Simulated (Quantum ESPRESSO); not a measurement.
# Al (Fm-3m) in Quantum ESPRESSO: convergence with k mesh

Aim: find how far k mesh must go before the results for Al settle, at PBEsol. This setting moves, with any that are tied to it; all else stays.

Program: Quantum ESPRESSO 7.5. These are calculated values, not measurements. Logs are shortened: lines on timing, memory, paths and dates and some standing lists are left out, and cuts for length are marked.

### 1 The crystal as given

Symmetry: Fm-3m, No. 225, cubic system. The conventional cell has a = 4.050 Å, b = 4.050 Å, c = 4.050 Å, α = 90.00°, β = 90.00°, γ = 90.00°. Al (site symmetry m-3m) has 12 Al at 2.86 Å as nearest neighbours.

### 2 With k mesh 2 × 2 × 2

pw.in reads:

```
&CONTROL
  calculation = 'scf'
  prefix = 'pwscf'
  outdir = './tmp'
  pseudo_dir = './pseudo'
  tprnfor = .true.
  tstress = .true.
  disk_io = 'nowf'
/
&SYSTEM
  ibrav = 0
  nat = 1
  ntyp = 1
  ecutwfc = 45
  ecutrho = 360
  nbnd = 6
  occupations = 'smearing'
  smearing = 'fd'
  degauss = 0.00734986
/
&ELECTRONS
  conv_thr = 2d-10
  electron_maxstep = 120
  mixing_beta = 0.5
/
ATOMIC_SPECIES
Al    26.9815 al_pbesol_v1.uspp.F.UPF
CELL_PARAMETERS angstrom
   0.0000000000    2.0248050000    2.0248050000
   2.0248050000    0.0000000000    2.0248050000
   2.0248050000    2.0248050000    0.0000000000
ATOMIC_POSITIONS crystal
Al     0.0000000000    0.0000000000    0.0000000000
K_POINTS automatic
2 2 2 0 0 0
```

Potentials or basis: GBRV 1.5 PBEsol.

Command:

```console
$ OMP_NUM_THREADS=1 pw.x -in pw.in > pw.out
```

It took 0.63 s on 1 thread of Arm Neoverse V2, shared host; peak memory 0.05 GiB.

What came out:

* Free energy: -91.3470 eV
* Pressure: -7.8 GPa
* Band gap on the k mesh: none (metal or under the smearing width)

### 3 With k mesh 3 × 3 × 3

Edit pw.in of step 2 so:

```diff
@@ -34,2 +34,2 @@
 K_POINTS automatic
-2 2 2 0 0 0
+3 3 3 0 0 0
```

Potentials or basis: GBRV 1.5 PBEsol.

Command:

```console
$ OMP_NUM_THREADS=1 pw.x -in pw.in > pw.out
```

Run time: 0.66 s. Hardware: 1 thread of Arm Neoverse V2, shared host; peak memory 0.05 GiB.

What came out:

```yaml
Free_energy: -90.1168 eV
Pressure: -3.3 GPa
Band_gap_on_the_k_mesh: none (metal or under the smearing width)
```

### 4 With k mesh 5 × 5 × 5

Edit pw.in of step 3 so:

```diff
@@ -34,2 +34,2 @@
 K_POINTS automatic
-3 3 3 0 0 0
+5 5 5 0 0 0
```

Command:

```console
$ OMP_NUM_THREADS=1 pw.x -in pw.in > pw.out
```

It took 0.83 s on 1 thread of Arm Neoverse V2, shared host; peak memory 0.05 GiB.

Results:

```yaml
Free_energy: -90.6297 eV
Pressure: -0.4 GPa
Band_gap_on_the_k_mesh: none (metal or under the smearing width)
```

### 5 With k mesh 7 × 7 × 7

Edit pw.in of step 4 so:

```diff
@@ -34,2 +34,2 @@
 K_POINTS automatic
-5 5 5 0 0 0
+7 7 7 0 0 0
```

Command:

```console
$ OMP_NUM_THREADS=1 pw.x -in pw.in > pw.out
```

It took 1.1 s on 1 thread of Arm Neoverse V2, shared host; peak memory 0.05 GiB.

What came out:

```
Free energy            : -90.7230 eV
Pressure               : -2.4 GPa
Band gap on the k mesh : none (metal or under the smearing width)
```

### 6 With k mesh 8 × 8 × 8

Edit pw.in of step 5 so:

```diff
@@ -34,2 +34,2 @@
 K_POINTS automatic
-7 7 7 0 0 0
+8 8 8 0 0 0
```

Potentials or basis: GBRV 1.5 PBEsol.

Command:

```console
$ OMP_NUM_THREADS=1 pw.x -in pw.in > pw.out
```

It took 1.4 s on 1 thread of Arm Neoverse V2, shared host; peak memory 0.05 GiB.

Results (log left out):

```
Free energy            : -90.6712 eV
Pressure               : -2.0 GPa
Band gap on the k mesh : none (metal or under the smearing width)
```

### 7 With k mesh 10 × 10 × 10

Edit pw.in of step 6 so:

```diff
@@ -34,2 +34,2 @@
 K_POINTS automatic
-8 8 8 0 0 0
+10 10 10 0 0 0
```

Command:

```console
$ OMP_NUM_THREADS=1 pw.x -in pw.in > pw.out
```

It took 1.9 s on 1 thread of Arm Neoverse V2, shared host; peak memory 0.05 GiB.

The run converged. Its results:

```yaml
Free_energy: -90.6619 eV
Pressure: -2.0 GPa
Band_gap_on_the_k_mesh: none (metal or under the smearing width)
```

### 8 With k mesh 11 × 11 × 11

Edit pw.in of step 7 so:

```diff
@@ -34,2 +34,2 @@
 K_POINTS automatic
-10 10 10 0 0 0
+11 11 11 0 0 0
```

Command:

```console
$ OMP_NUM_THREADS=1 pw.x -in pw.in > pw.out
```

It took 2.2 s on 1 thread of Arm Neoverse V2, shared host; peak memory 0.05 GiB.

Results (log left out):

```
Free energy            : -90.6848 eV
Pressure               : -2.0 GPa
Band gap on the k mesh : none (metal or under the smearing width)
```

### 9 With k mesh 13 × 13 × 13

Edit pw.in of step 8 so:

```diff
@@ -34,2 +34,2 @@
 K_POINTS automatic
-11 11 11 0 0 0
+13 13 13 0 0 0
```

Potentials or basis: GBRV 1.5 PBEsol.

Command:

```console
$ OMP_NUM_THREADS=1 pw.x -in pw.in > pw.out
```

It took 3.1 s on 1 thread of Arm Neoverse V2, shared host; peak memory 0.05 GiB.

Results (log left out):

- Free energy: -90.6732 eV
- Pressure: -2.1 GPa
- Band gap on the k mesh: none (metal or under the smearing width)

### 10 With k mesh 15 × 15 × 15

Edit pw.in of step 9 so:

```diff
@@ -34,2 +34,2 @@
 K_POINTS automatic
-13 13 13 0 0 0
+15 15 15 0 0 0
```

Potentials or basis: GBRV 1.5 PBEsol.

Command:

```console
$ OMP_NUM_THREADS=1 pw.x -in pw.in > pw.out
```

pw.out:

```text
This program is part of the open-source Quantum ESPRESSO suite
     for quantum simulation of materials; please cite
[... 9 lines left out ...]
     --------------------
     sticks:   dense  smooth     PW     G-vecs:    dense   smooth      PW
     Sum         733     367    121                12939     4621     893

     Using Slab Decomposition

     bravais-lattice index     =            0
     lattice parameter (alat)  =       5.4112  a.u.
     unit-cell volume          =     112.0408 (a.u.)^3
     number of atoms/cell      =            1
     number of atomic types    =            1
     number of electrons       =         3.00
     number of Kohn-Sham states=            6
     kinetic-energy cutoff     =      45.0000  Ry
     charge density cutoff     =     360.0000  Ry
     scf convergence threshold =      2.0E-10
     mixing beta               =       0.5000
     number of iterations used =            8  plain     mixing
     Exchange-correlation= SLA  PW   PSX  PSC
                           (   1   4  10   8   0   0   0)

     celldm(1)=   5.411243  celldm(2)=   0.000000  celldm(3)=   0.000000
     celldm(4)=   0.000000  celldm(5)=   0.000000  celldm(6)=   0.000000

     crystal axes: (cart. coord. in units of alat)
               a(1) = (   0.000000   0.707107   0.707107 )
               a(2) = (   0.707107   0.000000   0.707107 )
               a(3) = (   0.707107   0.707107   0.000000 )

     reciprocal axes: (cart. coord. in units 2 pi/alat)
               b(1) = ( -0.707107  0.707107  0.707107 )
               b(2) = (  0.707107 -0.707107  0.707107 )
               b(3) = (  0.707107  0.707107 -0.707107 )

     PseudoPot. # 1 for Al read from file:
     al_pbesol_v1.uspp.F.UPF
     Pseudo is Ultrasoft + core correction, Zval =  3.0
     Generated by new atomic code, or converted to UPF format
     Using radial grid of  893 points,  3 beta functions with:
                l(1) =   0
                l(2) =   1
                l(3) =   2
     Q(r) pseudized with  8 coefficients,  rinner =    0.900   0.900   0.900
                                                       0.900   0.900

     atomic species   valence    mass     pseudopotential
     Al                3.00    26.98150     Al( 1.00)

     48 Sym. Ops., with inversion, found

   Cartesian axes

     site n.     atom                  positions (alat units)
         1        Al     tau(   1) = (   0.0000000   0.0000000   0.0000000  )

     number of k points=   120  Fermi-Dirac smearing, width (Ry)=  0.0073

     Number of k-points >= 100: set verbosity='high' to print them.

     Dense  grid:    12939 G-vectors     FFT dimensions: (  36,  36,  36)

     Smooth grid:     4621 G-vectors     FFT dimensions: (  24,  24,  24)

     Initial potential from superposition of free atoms

     starting charge       2.9976, renormalised to       3.0000
     Starting wfcs are    4 randomized atomic wfcs +    2 random wfcs

     Self-consistent Calculation

     iteration #  1     ecut=    45.00 Ry     beta= 0.50
     Davidson diagonalization with overlap
     ethr =  1.00E-02,  avg # of iterations =  5.5

     Threshold (ethr) on eigenvalues was too large:
     Diagonalizing with lowered threshold

     Davidson diagonalization with overlap
     ethr =  2.00E-04,  avg # of iterations =  2.1

     total energy              =      -6.66495060 Ry
     estimated scf accuracy    <       0.00599056 Ry

     iteration #  2     ecut=    45.00 Ry     beta= 0.50
     Davidson diagonalization with overlap
     ethr =  2.00E-04,  avg # of iterations =  1.0

     total energy              =      -6.66453766 Ry
     estimated scf accuracy    <       0.00122900 Ry

     iteration #  3     ecut=    45.00 Ry     beta= 0.50
     Davidson diagonalization with overlap
     ethr =  4.10E-05,  avg # of iterations =  1.5

     total energy              =      -6.66458868 Ry
     estimated scf accuracy    <       0.00000301 Ry

     iteration #  4     ecut=    45.00 Ry     beta= 0.50
     Davidson diagonalization with overlap
     c_bands:  1 eigenvalues not converged
     ethr =  1.00E-07,  avg # of iterations =  3.5

     total energy              =      -6.66458975 Ry
     estimated scf accuracy    <       0.00000001 Ry

     iteration #  5     ecut=    45.00 Ry     beta= 0.50
     Davidson diagonalization with overlap
     ethr =  3.91E-10,  avg # of iterations =  2.0

     total energy              =      -6.66458976 Ry
     estimated scf accuracy    <          2.2E-09 Ry

     iteration #  6     ecut=    45.00 Ry     beta= 0.50
     Davidson diagonalization with overlap
     ethr =  7.49E-11,  avg # of iterations =  1.0

     End of self-consistent calculation

     Number of k-points >= 100: set verbosity='high' to print the bands.

     the Fermi energy is     7.8712 ev

!    total energy              =      -6.66458976 Ry
     estimated scf accuracy    <          5.2E-11 Ry
     smearing contrib. (-TS)   =      -0.00095743 Ry
     internal energy E=F+TS    =      -6.66363233 Ry

     The total energy is F=E-TS. E is the sum of the following terms:
     one-electron contribution =       2.96872605 Ry
     hartree contribution      =       0.00816576 Ry
     xc contribution           =      -4.24843930 Ry
     ewald contribution        =      -5.39208485 Ry

     convergence has been achieved in   6 iterations

     Forces acting on atoms (cartesian axes, Ry/au):

     atom    1 type  1   force =     0.00000000    0.00000000    0.00000000

     Total force =     0.000000     Total SCF correction =     0.000000

     Computing stress (Cartesian axis) and pressure

          total   stress  (Ry/bohr**3)                   (kbar)     P=      -20.61
  -0.00014011   0.00000000   0.00000000          -20.61        0.00        0.00
   0.00000000  -0.00014011   0.00000000            0.00      -20.61        0.00
   0.00000000   0.00000000  -0.00014011            0.00        0.00      -20.61

=------------------------------------------------------------------------------=
   JOB DONE.
=------------------------------------------------------------------------------=
```

It took 4.2 s on 1 thread of Arm Neoverse V2, shared host; peak memory 0.05 GiB.

Results:

| Quantity | Value |
| --- | --- |
| Free energy | -90.6764 eV |
| Pressure | -2.1 GPa |
| Band gap on the k mesh | none (metal or under the smearing width) |

### 11 Summary

```tsv
k mesh	energy less the tightest run, at zero smearing (meV/atom)	pressure (GPa)	SCF cycles	CPU time (s)	peak memory (GiB)
2 × 2 × 2	-676.32	-7.77	6	0.63	0.05
3 × 3 × 3	571.99	-3.30	6	0.66	0.05
5 × 5 × 5	54.41	-0.41	6	0.83	0.05
7 × 7 × 7	-47.68	-2.37	6	1.1	0.05
8 × 8 × 8	4.84	-2.00	6	1.4	0.05
10 × 10 × 10	18.21	-1.98	6	1.9	0.05
11 × 11 × 11	-8.79	-1.98	6	2.2	0.05
13 × 13 × 13	3.85	-2.12	6	3.1	0.05
15 × 15 × 15	0.00	-2.06	6	4.2	0.05
```

Against the tightest run, the pressure stays within 0.1 GPa from 8 × 8 × 8 on. Not settled before the last step: the energy (to 1 meV/atom). Meshes of other sizes hit other points, so gaps and Fermi surfaces needn't settle smoothly. The tightest run that finished is the yardstick and may itself not be fully converged.
